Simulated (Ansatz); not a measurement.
Input and command of a plane-wave DFT calculation in Ansatz:

```yaml
crystal:
  lattice:
    - [0.0, 2.1839935596, 2.1839935596]
    - [2.1839935596, 0.0, 2.1839935596]
    - [2.1839935596, 2.1839935596, 0.0]
  atoms:
    - { symbol: Al, position: [0.0, 0.0, -0.0686815212] }
    - { symbol: "N", position: [0.75, 0.75, 0.75] }
basis:
  ecutwfc: 420
kpoints:
  mp_grid: { grid: [10, 10, 10] }
hamiltonian:
  xc: lda
scf:
  occupations: { method: gaussian, width: 0.05 }
output:
  forces: true
  stress: true
  eigenvalues: true
```

```bash
ansatz run input.yaml --threads 1 --pin off --max-ram 2560MiB --backend cpu --events-out ev --progress --plain --runs-dir out
```

Processor: Arm Neoverse V2, 1 thread, on a host shared with other jobs.

Estimate time, memory and problem size.

About 4.2 s on 1 thread of Arm Neoverse V2, with other jobs on the host, peak memory 0.33 GiB. It solves 8 bands at 282 k points (the mesh reduced by the symmetry that the task leaves, which can be less than the crystal's) with about 411 plane waves, in 6 SCF iterations.
